**Q:** My reference for rocksalt TaN is a lattice constant of 4.33 Å. revPBE gives a longer one, and adding a dispersion correction brings it closer. Was dispersion what the functional lacked?

Rocksalt TaN by Kohn–Sham DFT with PAW in GPAW 26.7.0 and ABINIT 10.8.3, without spin polarisation or spin–orbit coupling, with Fermi–Dirac smearing of 0.05 eV. Each cubic lattice constant a comes from a fit to energies at seven volumes, 10.16–11.46 Å³/atom. The measured reference is 4.33 Å for a bulk crystal (pmc:6281710); reported values span 4.32–4.42 Å.

| program | functional | how the value is got | potentials or basis | wave cutoff (eV) | k-mesh | computed lattice constant (Å) | computed over measured, less one (%) |
| --- | --- | --- | --- | --- | --- | --- | --- |
| GPAW 26.7.0 | LDA | from the rest volume of the fit | GPAW PAW data sets (gpaw data 1.2.1) | 800.0 | 8x8x8 | 4.343 | 0.31 |
| ABINIT 10.8.3 (1) | LDA | from the rest volume of the fit | JTH PAW LDA v2.0 | 680.3 | 10x10x10 | 4.345 | 0.35 |
| ABINIT 10.8.3 (2) | BP86+D3 | from the rest volume of the fit | JTH PAW PBE v2.0 | 680.3 | 10x10x10 | 4.360 | 0.68 |
| ABINIT 10.8.3 (3) | revPBE+D3(BJ) | from the rest volume of the fit | JTH PAW PBE v2.0 | 680.3 | 10x10x10 | 4.371 | 0.94 |
| ABINIT 10.8.3 (4) | revPBE+D3 | from the rest volume of the fit | JTH PAW PBE v2.0 | 707.5 | 10x10x10 | 4.371 | 0.94 |
| ABINIT 10.8.3 (5) | PBEsol | from the rest volume of the fit | JTH PAW PBE v2.0 | 680.3 | 10x10x10 | 4.377 | 1.09 |
| ABINIT 10.8.3 (6) | revPBE+D4 | from the rest volume of the fit | JTH PAW PBE v2.0 | 680.3 | 10x10x10 | 4.384 | 1.26 |
| ABINIT 10.8.3 (7) | PW91 | from the rest volume of the fit | JTH PAW PBE v2.0 | 680.3 | 10x10x10 | 4.417 | 2.01 |
| ABINIT 10.8.3 (8) | revPBE | from the rest volume of the fit | JTH PAW PBE v2.0 | 680.3 | 10x10x10 | 4.431 | 2.34 |
| ABINIT 10.8.3 (9) | rPW86PBE | from the rest volume of the fit | JTH PAW PBE v2.0 | 680.3 | 10x10x10 | 4.472 | 3.28 |

**A:** The table doesn't support that diagnosis. Adding D3 or D3(BJ) shortens the revPBE lattice by 0.060 Å, which does look like a repair. But PBEsol, which has no added dispersion term, is shorter than revPBE by 0.054 Å. Nearly the same improvement therefore appears without the supposed cause.

**Q:** How can two such different changes do the same thing to the crystal?

**A:** The crystal rests at the volume where its energy is lowest. If a new term is the same at every volume, it lowers the whole curve and leaves the minimum in place. If the term becomes less negative as the crystal expands, expansion costs extra energy, and the term acts as an inward pressure. The lattice constant responds to this slope, whatever physics produced it.

The dispersion terms show the difference between depth and slope. At the volume of the given cell, D3(BJ) lowers the energy by 0.86 eV per atom and D3 by only 0.63 eV per atom. Yet both exert about 14 GPa near the shortened lattice, and both give 4.371 Å. The D3 run used a cutoff of 707.5 eV against 680.3 eV for revPBE, so its difference also holds a basis change, expected to be small beside the gap between the two terms. A large energy correction is thus no measure of how far the atoms will move.

**Q:** Can I work out the shift from the pressure?

**A:** Yes, by letting the added pressure $P$ squeeze the revPBE crystal. Its resistance is the bulk modulus $B$, which grows under pressure at the rate $B'$. If that growth is taken as linear, adding up the small compressions gives

$$a=a_0\left(1+\frac{B'P}{B}\right)^{-1/(3B')},$$

where $a_0$ is the revPBE lattice constant and $a$ the new one. The revPBE energy curve gives $B=321$ GPa and $B'=4.48$. For D3(BJ), with $P=14.4$ GPa,

$$a=4.431\ \text{Å}\times\left(1+\frac{4.48\times14.4}{321}\right)^{-1/(3\times4.48)}\approx4.371\ \text{Å}.$$

No constant was adjusted to the computed lattice constants. The output after this text applies the formula to every row and meets them all within 0.005 Å. It does worst for rPW86PBE, whose crystal rests far from the volumes where the slope was taken. Since the pressures come from the same energies as the lattice constants, this agreement is largely built in. It shows that the shortcut is accurate, but it can't tell whether a pressure represents real dispersion.

**Q:** Where does PBEsol get its inward pressure, if not from dispersion?

**A:** Chiefly from its treatment of exchange. Gradient-corrected exchange lowers the energy where the electron density varies rapidly compared with its own size. Stretching a crystal thins out the density between the atoms and enlarges such regions, so a strong gradient correction favours a longer lattice. revPBE has a strong correction and PBEsol a weaker one. This is the established explanation of their order; the energies here show only the resulting pressure. All the gradient-corrected rows, PBEsol, revPBE and rPW86PBE among them, share potentials made for PBE, and the effect of that mismatch is untested.

**Q:** Dispersion is still a real force. Why distrust the correction in this solid?

**A:** The usual correction adds attractions between pairs of atoms. That picture is sound when the atoms are well apart and their electron clouds hardly overlap. In TaN, tantalum and nitrogen touch at 2.2 Å, where the functional already describes much of the interaction. A damping function must then decide how much attraction to add, and its form is partly a convention. TaN is also metallic in these calculations, and mobile electrons screen fluctuating charges collectively, which a simple sum over pairs describes poorly.

The numbers carry a trace of the damping, though they can't show the missing screening. With fixed coefficients and no damping, the leading pair attraction falls with the sixth power of distance, hence with the second power of volume. The computed terms follow powers between only 1.1 and 1.4. Damping weakens the dependence, and so can coefficients that change with the surroundings of each atom. For D3(BJ), damping alone is expected to be enough. It levels the attraction off at short range, so each atom feels a nearly smooth background of neighbours whose strength follows their number density, the inverse first power of volume. The energies don't separate the two influences directly, but they show that the simple long-range law isn't what sets the pressure.

**Q:** The corrected lattice is still closer to experiment. Isn't that enough?

**A:** No, and it may not even be closer to the right value, because 4.33 Å may not belong to a perfect crystal like the one calculated. Reported values extend to 4.42 Å, though 4.33 Å is the one next to their median. A program read them out of the papers and is occasionally wrong, so the upper end could be a misreading rather than a different sample. Against the lower value, D3(BJ) reduces the revPBE error from +2.3% to +0.9%. Against the upper one, it turns an error of +0.2% into −1.1%.

Pressure makes the ambiguity plain. revPBE would need about 26 GPa to reach 4.33 Å, but only about 2 GPa to reach 4.42 Å. The 14 GPa from D3(BJ) is roughly half the required dose in the first case and several times too much in the second. The same correction can thus be judged too weak or too strong, depending on which reported value is right.

**Q:** LDA lands within 0.4% of my value. Shouldn't I simply trust LDA?

**A:** That closeness is weak evidence too. LDA usually makes solids too compact, whereas here it lies slightly above the reference. Rocksalt TaN often contains vacancies, which change its lattice constant, while the calculations describe a perfect crystal. My guess is that your reference sample has a shorter lattice than a perfect crystal would have, which would flatter LDA.

**Q:** Does any functional fail whichever sample is right?

**A:** rPW86PBE does. Its lattice constant of 4.472 Å is 1.2% above even the highest reported value; revPBE also lies above that value, but by only 0.2%. Its exchange part has a strong gradient correction, which favours a long lattice as it does in revPBE. That exchange was designed to work with a nonlocal correlation term that supplies attraction, and here the term is absent. The missing partner may add to the error but is unlikely to be the whole cause: vdW-DF2, which joins the same exchange to such a term, is also known to give overlong lattices for many dense solids.

**Q:** And can I use the stiffness from the D4 calculation?

**A:** Its lattice constant is usable, but its fitted bulk modulus is too low, slightly below even the 321 GPa of revPBE without a correction. Three neighbouring energies at a slightly larger volume give about 335 GPa, and a crystal should become stiffer when compressed from there to its rest volume. The fault lies at the smallest volume, where the energy difference from plain revPBE leaves its otherwise smooth course and distorts the fit. The energies don't show whether the D4 term or the underlying revPBE calculation caused this. The pressure estimate of the lattice constant doesn't use that volume and still agrees with the fitted value.

**Q:** What should I measure before choosing a correction?

**A:** Measure the composition and density of the same sample whose lattice constant you use. Composition reveals an unequal loss of tantalum and nitrogen, and density helps to reveal vacancies on both sites. Then compare the correction with a functional that shortens the lattice without it. Credit dispersion only if evidence beyond the lattice constant separates the two.

Numerical output:

```
Each row against revPBE and against the upper measured value:
                row  inward pressure relative to revPBE in GPa  lattice constant from that pressure in Å  estimate less computed in Å  deviation from 4.42 Å in %
        GPAW 26.7.0                                      21.11                                     4.347                     0.003618                      -1.742
  ABINIT 10.8.3 (1)                                      20.74                                     4.348                     0.002921                      -1.697
  ABINIT 10.8.3 (2)                                      17.13                                     4.361                     0.000845                      -1.357
  ABINIT 10.8.3 (3)                                       14.4                                     4.371                   -3.152e-05                      -1.109
  ABINIT 10.8.3 (4)                                       14.4                                     4.371                   -1.471e-05                      -1.109
  ABINIT 10.8.3 (5)                                       12.8                                     4.377                    0.0001137                     -0.9729
  ABINIT 10.8.3 (6)                                      10.85                                     4.385                    0.0007083                     -0.8145
  ABINIT 10.8.3 (7)                                      3.322                                     4.416                   -0.0009299                    -0.06787
  ABINIT 10.8.3 (8)                                          0                                     4.431                            0                      0.2489
  ABINIT 10.8.3 (9)                                     -9.169                                     4.476                     0.004418                       1.176
Change of lattice constant from revPBE to revPBE+D3(BJ) in Å: -0.06
Change of lattice constant from revPBE to revPBE+D4 in Å: -0.047
Change of lattice constant from revPBE to PBEsol in Å: -0.054
Share of the revPBE excess over 4.33 Å removed by D3(BJ) in %: 59.41
D3(BJ) energy term at the given volume in eV/atom: -0.861
D3 energy term at the given volume in eV/atom: -0.6332
D4 energy term at the given volume in eV/atom: -0.5442
Ratio of the D3(BJ) to the D3 energy term: 1.36
Inverse power of volume followed by the D3(BJ) term: 1.062
Inverse power of volume followed by the D3 term: 1.445
Inverse power of volume followed by the D4 term: 1.242
Inward pressure that would bring revPBE to 4.33 Å in GPa: 26.01
Inward pressure that would bring revPBE to 4.42 Å in GPa: 2.432
Second difference of the D4 term over the three smallest volumes in meV/atom: -2.686
Second difference of the D4 term one volume further on in meV/atom: -0.767
Second difference of the D3(BJ) term over the three smallest volumes in meV/atom: -0.824
Bulk modulus of revPBE+D4 at the third volume from three energies in GPa: 335.5
Bulk modulus of revPBE+D3(BJ) at the third volume from three energies in GPa: 335
Difference between the two LDA rows in Å: 0.002
```
